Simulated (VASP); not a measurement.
# V (Im-3m) in VASP: RPA correlation energy with PBE

Aim: the RPA correlation energy of V with PBE.

Program: VASP 6.6.1. These are calculated values, not measurements. Logs are shortened: lines on timing, memory, paths and dates and some standing lists are left out, and cuts for length are marked.

### 1 The structure

Symmetry: Im-3m, No. 229, cubic system. Conventional cell: a = 2.959 Å, b = 2.959 Å, c = 2.959 Å, α = 90.00°, β = 90.00°, γ = 90.00°. Around V (site symmetry m-3m) lie 8 V at 2.56 Å.

### 2 RPA correlation energy, PBE

File POSCAR:

```
V
1.0
   -1.4796800000      1.4796800000      1.4796800000
    1.4796800000     -1.4796800000      1.4796800000
    1.4796800000      1.4796800000     -1.4796800000
V
1
Direct
    1.0000000000      0.0000000000      1.0000000000
```

File INCAR.step1:

```
SYSTEM = V
ALGO     = Normal         ! electronic algorithm
EDIFF    = 1E-8           ! SCF threshold, eV
ENCUT    = 450            ! plane-wave cutoff, eV
GGA      = PE             ! functional
ISMEAR   = 0              ! smearing method
LASPH    = .True.         ! aspherical terms in the spheres
LCHARG   = .False.        ! write CHGCAR
LREAL    = .False.        ! projectors in reciprocal space
LWAVE    = .True.         ! write WAVECAR
NELM     = 60             ! most SCF steps
PREC     = Accurate       ! precision mode
SIGMA    = 0.05           ! smearing width, eV
```

File INCAR.step2:

```
SYSTEM = V
AEXX     = 1.0            ! exact-exchange fraction
AGGAC    = 0.0          
ALDAC    = 0.0          
ALGO     = EIGENVAL       ! electronic algorithm
EDIFF    = 1E-8           ! SCF threshold, eV
ENCUT    = 450            ! plane-wave cutoff, eV
GGA      = PE             ! functional
ISMEAR   = 0              ! smearing method
ISTART   = 1            
LASPH    = .True.         ! aspherical terms in the spheres
LCHARG   = .False.        ! write CHGCAR
LHFCALC  = .True.         ! exact exchange
LREAL    = .False.        ! projectors in reciprocal space
LWAVE    = .False.        ! write WAVECAR
NELM     = 1              ! most SCF steps
PREC     = Accurate       ! precision mode
PRECFOCK = Fast         
SIGMA    = 0.05           ! smearing width, eV
```

File INCAR.step3:

```
SYSTEM = V
ALGO     = Exact          ! electronic algorithm
EDIFF    = 1E-8           ! SCF threshold, eV
ENCUT    = 450            ! plane-wave cutoff, eV
GGA      = PE             ! functional
ISMEAR   = 0              ! smearing method
ISTART   = 1            
LASPH    = .True.         ! aspherical terms in the spheres
LCHARG   = .False.        ! write CHGCAR
LOPTICS  = .True.         ! frequency-dependent dielectric function
LREAL    = .False.        ! projectors in reciprocal space
LWAVE    = .True.         ! write WAVECAR
NBANDS   = 321            ! bands
NELM     = 1              ! most SCF steps
PREC     = Accurate       ! precision mode
SIGMA    = 0.05           ! smearing width, eV
```

File INCAR.step4:

```
SYSTEM = V
ALGO     = ACFDT          ! electronic algorithm
EDIFF    = 1E-8           ! SCF threshold, eV
ENCUT    = 450            ! plane-wave cutoff, eV
ENCUTGW  = 250            ! cutoff of the response function
GGA      = PE             ! functional
ISMEAR   = 0              ! smearing method
ISTART   = 1            
LASPH    = .True.         ! aspherical terms in the spheres
LCHARG   = .False.        ! write CHGCAR
LREAL    = .False.        ! projectors in reciprocal space
LWAVE    = .False.        ! write WAVECAR
NBANDS   = 321            ! bands
NELM     = 60             ! most SCF steps
NOMEGA   = 12             ! frequency points
PREC     = Accurate       ! precision mode
PRECFOCK = Fast         
SIGMA    = 0.05           ! smearing width, eV
```

File KPOINTS:

```
k-points
0
Gamma
  8 8 8
  0 0 0
```

Potentials or basis: VASP PAW PBE potentials, release 64 (V_sv_GW).

Run with:

```console
> cat potpaw_PBE.64/V_sv_GW/POTCAR > POTCAR
> cp INCAR.step1 INCAR
> mpirun -np 1 vasp_std > vasp.out
> cp INCAR.step2 INCAR
> mpirun -np 1 vasp_std > vasp.out
> cp INCAR.step3 INCAR
> mpirun -np 1 vasp_std > vasp.out
> cp INCAR.step4 INCAR
> mpirun -np 1 vasp_std > vasp.out
```

OUTCAR:

```text
SYSTEM = V
   EDIFF = 1E-8
   ENCUT = 450
   ENCUTGW = 250
   GGA = PE
   ISMEAR = 0
   ISTART = 1
   LASPH = .True.
   LREAL = .False.
   NELM = 60
   PREC = Accurate
   PRECFOCK = Fast

 ion  position               nearest neighbor table
   1  0.000  0.000  0.000-

  LATTYP: Found a body centered cubic cell.
 ALAT       =     2.9593600000

  Lattice vectors:

 A1 = (  -1.4796800000,   1.4796800000,   1.4796800000)
 A2 = (   1.4796800000,  -1.4796800000,   1.4796800000)
 A3 = (   1.4796800000,   1.4796800000,  -1.4796800000)

Analysis of symmetry for initial positions (statically):
=====================================================================
 Subroutine PRICEL returns:
 Original cell was already a primitive cell.

 Routine SETGRP: Setting up the symmetry group for a
 body centered cubic supercell.

 Subroutine GETGRP returns: Found 48 space group operations
 (whereof 48 operations were pure point group operations)
 out of a pool of 48 trial point group operations.

The static configuration has the point symmetry O_h .

Analysis of symmetry for dynamics (positions and initial velocities):
=====================================================================
 Subroutine PRICEL returns:
 Original cell was already a primitive cell.

 Routine SETGRP: Setting up the symmetry group for a
 body centered cubic supercell.

 Subroutine GETGRP returns: Found 48 space group operations
 (whereof 48 operations were pure point group operations)
 out of a pool of 48 trial point group operations.

The dynamic configuration has the point symmetry O_h .

 Subroutine INISYM returns: Found 48 space group operations
 (whereof 48 operations are pure point group operations),
 and found     1 'primitive' translations

----------------------------------------------------------------------------------------

                                     Primitive cell

  volume of cell :      12.9588

  direct lattice vectors                    reciprocal lattice vectors
    -1.479680000  1.479680000  1.479680000     0.000000000  0.337910900  0.337910900
     1.479680000 -1.479680000  1.479680000     0.337910900  0.000000000  0.337910900
     1.479680000  1.479680000 -1.479680000     0.337910900  0.337910900  0.000000000

  length of vectors
     2.562880939  2.562880939  2.562880939     0.477878177  0.477878177  0.477878177

  position of ions in fractional coordinates (direct lattice)
     0.000000000  0.000000000  0.000000000

  ion indices of the primitive-cell ions
   primitive index   ion index
                 1           1

----------------------------------------------------------------------------------------

 KPOINTS: k-points

Automatic generation of k-mesh.
 Grid dimensions read from file:
 generate k-points for:    8    8    8

 Generating k-lattice:

  Cartesian coordinates                     Fractional coordinates (reciprocal lattice)
     0.000000000  0.042238862  0.042238862     0.125000000  0.000000000  0.000000000
     0.042238862  0.000000000  0.042238862     0.000000000  0.125000000  0.000000000
     0.042238862  0.042238862  0.000000000     0.000000000  0.000000000  0.125000000

  Length of vectors
     0.059734772  0.059734772  0.059734772

  Shift w.r.t. Gamma in fractional coordinates (k-lattice)
     0.000000000  0.000000000  0.000000000

 Subroutine IBZKPT returns following result:
 ===========================================

 Found     29 irreducible k-points:

 Following reciprocal coordinates:
            Coordinates               Weight
  0.000000  0.000000  0.000000      1.000000
  0.125000  0.000000  0.000000     12.000000
  0.250000  0.000000  0.000000     12.000000
  0.375000  0.000000  0.000000     12.000000
  0.500000  0.000000  0.000000      6.000000
  0.125000  0.125000  0.000000     24.000000
[... 16 lines left out ...]
 -0.250000  0.250000  0.250000      6.000000
 -0.375000  0.375000  0.250000     24.000000
 [... further k-points ...]
   k-points           NKPTS =     29   k-points in BZ     NKDIM =    512   number of bands    NBANDS=    321
   number of dos      NEDOS =    301   number of ions     NIONS =      1
   total plane-waves  NPLWV =   5832
   dimension x,y,z NGX =    18 NGY =   18 NGZ =   18
   dimension x,y,z NGXF=    36 NGYF=   36 NGZF=   36
   ions per type =               1
   NGX,Y,Z   is equivalent  to a cutoff of  11.68, 11.68, 11.68 a.u.
   NGXF,Y,Z  is equivalent  to a cutoff of  23.35, 23.35, 23.35 a.u.
 SYSTEM =  V
   PREC   = accura    normal or accurate (medium, high low for compatibility)
   ISTART =      1    job   : 0-new  1-cont  2-samecut
   ICHARG =      0    charge: 1-file 2-atom 10-const
   ISPIN  =      1    spin polarized calculation?
   LNONCOLLINEAR =      F non collinear calculations
   LSORBIT =      F    spin-orbit coupling
   LASPH  =      T    aspherical Exc in radial PAW
   ENCUT  =  450.0 eV  33.07 Ry    5.75 a.u.   4.43  4.43  4.43*2*pi/ulx,y,z
   NELM   =     60;   NELMIN=  2; NELMDL=  0     # of ELM steps
   EDIFF  = 0.1E-07   stopping-criterion for ELM
   LREAL  =      F    real-space projection
   EDIFFG = 0.1E-06   stopping-criterion for IOM
   NSW    =      0    number of steps for IOM
   IBRION =     -1    ionic relax: 0-MD 1-quasi-New 2-CG
   NFREE  =      0    steps in history (QN), initial steepest desc. (CG)
   ISIF   =      0    stress and relaxation
   ISYM   =      3    0-nonsym 1-usesym 2-fastsym
   POTIM  = 0.5000    time-step for ionic-motion
   TEBEG  =    0.0;   TEEND  =   0.0 temperature during run
   PSTRESS=    0.0 pullay stress
   NELECT =      13.0000    total number of electrons
   NUPDOWN=      -1.0000    fix difference up-down
   EMIN   =  10.00;   EMAX   =-10.00  energy-range for DOS
   EFERMI =   0.00;   METHOD = LEGACY
   ISMEAR =     0;   SIGMA  =   0.05  broadening in eV -4-tet -1-fermi 0-gaus
   EFERMI_NEDOS =   21; number of points for ismear=-14 and -15
   IALGO  =     38    algorithm
   IMIX   =      4    mixing-type and parameters
     AMIX     =   0.40;   BMIX     =  1.00
     AMIX_MAG =   1.60;   BMIX_MAG =  1.00
  volume/ion in A,a.u.               =      12.96        87.45
  Fermi-wavevector in a.u.,A,eV,Ry     =   1.638833  3.096946 36.542187  2.685775
  Thomas-Fermi vector in A             =   2.729740
   LORBIT       =      0    0 simple, 1 ext, 2 COOP (PROOUT), +10 PAW based schemes
   GGA     = PE    functional components
   LHFCALC =     T    Hartree Fock is set to
   PRECFOCK=fast      Normal, Fast or Accurate (Low or Medium for compatibility)
   ENCUT4O =  -1.0   cutoff for four orbital integrals eV
   NKREDX  =     1    reduce k-point grid by
   NKREDY  =     1    reduce k-point grid by
   NKREDZ  =     1    reduce k-point grid by
   AEXX    =    1.0000 exact exchange contribution
   HFSCREEN=    0.0000 screening length (either q_TF or 0.3 A-1)
   HFSCREENC=   0.0000 screening length for correlation (either q_TF or 0.3 A-1)
   ENCUTFOCK=  -1.0 apply spherical cutoff to Coloumb kernel
   IVDW    =     0    specifies the selected vdW correction
   LEPSILON=     F    determine dielectric tensor
   LRPA    =     F    only Hartree local field effects (RPA)
   LRPAFORCE           =     F    calculate RPA forces
   ENCUTGW             = 250.0    cutoff for response function in eV
   ENCUTGWSOFT         = 200.0    soft cutoff for Coulomb kernel in GW response function in eV
   ENCUTLF             =  -1.0    cutoff for local field effects
   NELMGW              =     1    number of iterations in solving QP/BSE equation
   NELMHF              =     1    number of iterations in the inner HF iteration
   NKREDLFX            =     1    NKREDLFY  =   1   NKREDLFZ  =   1
 non-spin polarized calculation
 Gauss-broadening in eV      SIGMA  =   0.05
  energy-cutoff  :      450.00
  volume of cell :       12.96
 maximum number of plane-waves:       321
 NGX is ok and might be reduce to    18
  NGX = 12; NGY = 12; NGZ = 12
   NGX =  9   NGY =  9   NGZ =  9
 maximum number of plane-waves:       135

      cutoff energy     smooth cutoff   RPA   correlation   Hartree contr. to MP2
---------------------------------------------------------------------------------
            250.000           200.000      -25.1013796075     -122.0114832747
            238.095           190.476      -24.8521769720     -121.6852286021
            226.757           181.406      -24.5939396428     -121.3418809935
            215.959           172.768      -24.3276755125     -120.9819558309
            205.676           164.541      -24.0538031288     -120.6048996302
            195.882           156.705      -23.7732934603     -120.2104851027
            186.554           149.243      -23.4860803825     -119.7969819431
            177.670           142.136      -23.1939409883     -119.3648785303
  linear regression
  converged value                          -27.9096466641     -125.9323801090
```

Run time: 23 min. Hardware: 1 thread of Intel Xeon 6975P-C (Granite Rapids), shared host; peak memory 1.1 GiB.

Results:

```yaml
Band_gap_on_the_k_mesh_mean-field_level: none (metal or under the smearing width)
RPA_correlation_energy: -27.910 eV/atom
RPA_total_energy_per_cell: -46.560 eV
RPA_correlation_energy_per_cell: -27.910 eV
```

Levels at points of the mesh, in eV from the Fermi level:
```
           k point  band 4  band 5  band 6  band 7  band 8  band 9
(0.00, 0.00, 0.00)  -36.85   -6.69    0.44    0.44    0.44    2.55
(0.50, 0.00, 0.00)  -36.86   -3.31   -1.19    1.77    2.57    2.95
(0.50, 0.50, 0.50)  -37.55   -3.17   -3.17    3.95    3.95    3.95
```

Caveat: the k mesh is coarse (spacing up to 0.38 Å⁻¹), so the values aren't converged; the ground state has no gap, which makes the many-body step unreliable.
